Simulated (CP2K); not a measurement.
**Au under changes of volume**

One of the cells (17.771 Å³/atom); the others are scaled copies at fixed shape and fractional positions:

```
CELL_PARAMETERS angstrom
2.90000 0.00000 0.00000
-1.45000 2.51147 0.00000
0.00000 0.00000 4.88000
ATOMIC_POSITIONS crystal
Au 0.66667 0.33333 0.25000
Au 0.33333 0.66667 0.75000
```

This isn't the form of Au at room conditions, which is fcc.

* Program: CP2K 2026.2
* Functional: PBE
* Potentials or basis: POTENTIAL_UZH Au GTH-PBE-q11; TZVP-MOLOPT-PBE-GTH basis
* Density cutoff: 6803 eV
* k mesh: 11 × 11 × 6
* Occupations: fermi-dirac, width 0.05 eV
* Spin: no spin polarisation

| volume (Å³/atom) | energy over the lowest point (meV/atom) | pressure (GPa) |
| --- | --- | --- |
| 16.705 | 93.11 | 18.6 |
| 17.060 | 57.24 | 13.9 |
| 17.416 | ? | ? |
| 17.771 | 13.43 | 6.2 |
| 18.127 | 3.39 | 3.0 |
| 18.482 | 0.00 | 0.2 |
| 18.837 | 2.44 | -2.3 |

**Question.** What does the run at 17.416 Å³/atom give?

**Answer.** Energy over the lowest point 31.05 meV/atom; pressure 9.8 GPa.

Worked out: A Birch-Murnaghan fit of order 3 (a polynomial in V^(-2/3)) to the other rows has its minimum at 18.50 Å³/atom with B0 = V·E''(V) = 136 GPa and B' = 5.7 at fixed shape and positions, which overstates the stiffness. It gives 31.01 meV/atom at 17.416 Å³/atom, against the run's 31.05, and -dE/dV = 9.8 GPa, against 9.8.

Energies are extrapolated to zero smearing.

Caveats: with these potentials and basis sets, volumes of gold and of layered tellurides can stand 1.5 % and more from those of plane-wave programs; the basis of atomic orbitals isn't converged, which shifts pressures, moduli and gaps.
